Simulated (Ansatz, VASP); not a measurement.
# One calculation of TiB2, two programs

```xyz
3
Lattice="3.0292 0.0000 0.0000 -1.5146 2.6234 0.0000 0.0000 0.0000 3.2284" Properties=species:S:1:pos:R:3 pbc="T T T"
Ti    0.0000    0.0000    0.0000
B     1.5146    0.8745    1.6142
B     0.0000    1.7489    1.6142
```

Alike in both runs: functional PBEsol; k mesh 10 × 10 × 8; occupations fermi-dirac, width 0.05 eV; no spin polarisation.

|  | VASP | Ansatz |
| --- | --- | --- |
| version | VASP 6.6.1 | Ansatz 0.2.0 |
| potentials or method | VASP PAW PBE potentials, release 64 (Ti_sv, B), cutoff 520 eV | all-electron LAPW, inner shells corrected to Dirac's equation |
| task | single point | band structure |

Ansatz gave:

* gap on the k mesh at the Fermi level (eV): none
* pressure (GPa): -5.1
* largest component of the traceless stress (GPa): 1.43

What did VASP give for the same quantities?

gap on the k mesh at the Fermi level (eV): none; pressure (GPa): -4.6; largest component of the traceless stress (GPa): 1.54.

A gap of «none» marks a metal or a gap that the smearing closes. Ansatz ran all-electron here, so the differences hold the error of VASP's frozen core and of both bases.

Caveats: the PAW data sets were made with another functional, which shifts forces and pressure a little (VASP).
